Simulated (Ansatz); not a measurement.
MoS₂, DFT, LDA, PAW with Ansatz's default frozen-core files, scalar-relativistic (Ansatz 0.2.0), run on 2 threads of Intel(R) Xeon(R) Platinum 8259CL CPU @ 2.50GHz (Skylake/Cascade Lake) on a shared host.

The cell comes from COD entry 9007660, which wasn't checked; take it as a given geometry. The listed cell was then made from it by scaling, straining or moving an atom.

Command: `ansatz run input.yaml --threads 2 --pin off --max-ram 8192MiB --backend cpu --events-out ev --progress --plain --runs-dir out`

```yaml
crystal:
  lattice:
    - [3.1610016016, 0.015805008, 0.015805008]
    - [-1.5668132624, 2.7296051844, 0.0057850344]
    - [0.061475, 0.061475, 12.295]
  atoms:
    - { symbol: Mo, position: [0.3333333333, 0.6666666667, 0.25] }
    - { symbol: Mo, position: [0.6666666667, 0.3333333333, 0.75] }
    - { symbol: S, position: [0.3333333333, 0.6666666667, 0.6275] }
    - { symbol: S, position: [0.6666666667, 0.3333333333, 0.1275] }
    - { symbol: S, position: [0.3333333333, 0.6666666667, 0.8725] }
    - { symbol: S, position: [0.6666666667, 0.3333333333, 0.3725] }
kpoints:
  mp_grid: { grid: [10, 10, 3] }
scf:
  occupations: { method: fermi_dirac, width: 0.03 }
hamiltonian:
  xc: lda
  pseudopotentials: { kind: paw }
output:
  forces: true
  stress: true
  eigenvalues: true
  efg: { contact_densities: true }
  write_density: true
  write_potential: true
  elf: true
  volumetric_format: npy
```

Task: How large is the problem that the program sets up?

Result: 152 irreducible k-points, 2055 plane waves at Γ, 32 bands.

Task: About how long does it take, and how much memory does it use?

Result: 17 s of wall time for 7 SCF iterations, with a peak of 0.71 GiB. Times on shared machines scatter by tens of per cent.

Task: And the same cell and mesh by crystal-made all-electron datasets, asked for forces, stress, eigenvalues, efg, on the same hardware?

Result: 75 s, peak memory 1.9 GiB.
